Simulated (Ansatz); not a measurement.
# Cu (Copper): the cost of one run

Program: the Python package of Ansatz 0.2.0. Level of theory: DFT PBEsol, plane waves, PAW. These are calculated values, not measurements.

### 1 The system

The structure is cubic, space group Fm-3m (No. 225). The conventional cell has a = 3.615 Å, b = 3.615 Å, c = 3.615 Å, α = 90.00°, β = 90.00°, γ = 90.00°. Cu (site symmetry m-3m) is surrounded by 12 Cu at 2.56 Å.

cu.xyz, read by the script:

```xyz
1
Lattice="0.0 1.8075 1.8075 1.8075 0.0 1.8075 1.8075 1.8075 0.0" Properties=species:S:1:pos:R:3 pbc="T T T"
Cu    0.00000000    0.00000000    0.00000000
```

### 2 The script

Input file cu_compress.py:

```python
'''Cell of Cu under pressure.'''

from dataclasses import dataclass
import warnings

import ansatz as az
import numpy as np
import pandas as pd


@dataclass(frozen=True)
class Options:
    functional: str = 'pbesol'
    cutoff_ev: int = 470
    kmesh: tuple[int, ...] = (15, 15, 15)
    smearing: str = 'fermi_dirac'
    smearing_width: float = 0.05


opts = Options()

def edges_and_angles(cell):
    cell = np.asarray(cell)
    a, b, c = np.linalg.norm(cell, axis=1)
    cosines = cell[1] @ cell[2] / (b * c), cell[0] @ cell[2] / (a * c), cell[0] @ cell[1] / (a * b)
    return (a, b, c, *np.degrees(np.arccos(cosines)))

warnings.simplefilter('ignore', az.DeckWarning)

xtal = az.Crystal.from_extxyz('cu.xyz')

base = (
    xtal.calculation()
    .functional(opts.functional)
    .basis(opts.cutoff_ev)
    .kpoints(*opts.kmesh)
    .occupations(opts.smearing, width=opts.smearing_width)
)

# H = F + PV, with 1 GPa A^3 = 1/160.21766 eV
rows = []
for pressure in [0, 2, 4, 6, 8]:
    done = base.relax(cell=True, pressure=pressure, force_tolerance=0.02).run(threads=1, backend='cpu')
    cell = done.lattice.cell_ang
    n_atoms = len(done.lattice.sites)
    volume = abs(np.linalg.det(cell)) / n_atoms
    enthalpy = done.report['free_energy_ev'] / n_atoms + pressure * volume / 160.21766
    rows.append((pressure, volume, enthalpy, *edges_and_angles(cell)))
    print(f'{pressure} GPa done: {volume:.4f} A^3/atom')

table = pd.DataFrame(rows, columns=['P_GPa', 'V_A3_atom', 'H_eV_atom', 'a', 'b', 'c', 'alpha', 'beta', 'gamma'])
print(table.round(4).to_string(index=False))
p, v = np.array([row[0] for row in rows], float), np.array([row[1] for row in rows])
print('mean bulk modulus between rows (GPa):', np.round(-np.diff(p) / np.diff(np.log(v)), 1))
```

### 3 What the engine is handed

The package turns the script's settings into the engine's input (first run):

```yaml
crystal:
  lattice:
    - [0.0, 1.8075, 1.8075]
    - [1.8075, 0.0, 1.8075]
    - [1.8075, 1.8075, 0.0]
  atoms:
    - { symbol: Cu, position: [0.0, 0.0, 0.0] }
basis:
  ecutwfc: 470.0
kpoints:
  mp_grid:
    grid: [15, 15, 15]
hamiltonian:
  xc: pbesol
scf:
  occupations:
    method: fermi_dirac
    width: 0.05
relax:
  f_tol: 0.02
  cell:
    p_target: 0.0
```

### 4 Running it

Command:

```
$ python cu_compress.py
```

What time and memory should one allow on 1 thread of Intel Xeon 6975P-C (Granite Rapids), shared host?

About 21 s, with a peak of 0.45 GiB.
